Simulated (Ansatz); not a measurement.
**Forms of Al₂Cu₃: one energy to predict**

Computed with DFT PBE, scalar-relativistic, plane waves, PAW in Ansatz. Settings: cutoff 420 eV, Γ-centred meshes spaced at most about 0.3 Å⁻¹, and about 0.25 Å⁻¹ or finer for metals (2π included), Gaussian smearing. No spin polarisation.

Temperature and zero-point effects are left out. Rows are sorted by volume; energies count from the lowest form computed. Coordination counts all near atoms (those within 1.25 times the shortest distance at each site; a plus sign parts nearer from farther groups; a slash parts the counts of unlike sites).

```csv
row,form,source,atoms,coordination,V (Å³/atom),gap on mesh (eV),ΔE (meV/atom)
1,R-3m,invented,5,"Al 14, Cu 8+6",13.0,0,0
2,P-6m2,invented,10,"Al 12, Cu 12",13.3,0,?
3,I4/mmm,invented,5,"Al 10, Cu 10/10+4",13.4,0,65
4,R-3m,invented,5,"Al 12, Cu 12",13.6,0,141
5,P6_3/mmc,invented,10,"Al 12, Cu 12",13.6,0,170
6,P-3m1,invented,10,"Al 12, Cu 12",13.7,0,199
```

The cell of row 2:

```cif
data_structure
_symmetry_space_group_name_H-M 'P 1'
_symmetry_Int_Tables_number 1
_cell_length_a 2.7435
_cell_length_b 2.7435
_cell_length_c 20.4622
_cell_angle_alpha 90.000
_cell_angle_beta 90.000
_cell_angle_gamma 120.000
_cell_volume 133.39
loop_
_atom_site_label
_atom_site_type_symbol
_atom_site_fract_x
_atom_site_fract_y
_atom_site_fract_z
_atom_site_occupancy
Al1 Al 0.66667 0.33333 0.69735 1
Al2 Al 0.66667 0.33333 0.89929 1
Al3 Al 0.66667 0.33333 0.10071 1
Al4 Al 0.66667 0.33333 0.30265 1
Cu1 Cu 0.33333 0.66667 0.59896 1
Cu2 Cu 0.33333 0.66667 0.79897 1
Cu3 Cu 0.33333 0.66667 0.00000 1
Cu4 Cu 0.33333 0.66667 0.20103 1
Cu5 Cu 0.33333 0.66667 0.40104 1
Cu6 Cu 0.66667 0.33333 0.50000 1
```

Question: How far above the lowest form does the open row lie?

Answer: 73 meV/atom, which puts it above row 3 and below row 4. Counting all near atoms, row 2 has Al 12, Cu 12 and the lowest form (row 1) has Al 14, Cu 8+6.

An observed structure of this formula, if there is one, may be missing.

For metals, differences of a few meV/atom aren't resolved. Cells relaxed within their symmetry can be saddle points. Some candidate types were left out of the draw beforehand, so a known form may be missing.

The open row's cell is an hcp-like stack of pure Al and pure Cu layers in which no two Al layers touch. Each Al atom thus has Cu on both sides, but its in-plane neighbours are all Al. That probably explains both its place as the lowest of the four twelve-coordinated forms and its penalty against row 1, whose counts suggest a bcc-like packing with room for more Al–Cu contacts. Such contacts are favoured by mixing of Al sp with Cu states and by some charge transfer.

The spread from 73 to 199 meV/atom at the same coordination shows that packing alone doesn't set the energy; the order of the layers probably matters as much. Energy otherwise rises with volume, but row 2 breaks the trend by lying slightly above the larger row 3. A bcc-like minimum fits the known Cu-rich Al–Cu phases, many of them related to γ-brass. Whether row 1 would resist decomposition into neighbouring Al–Cu compounds remains open.
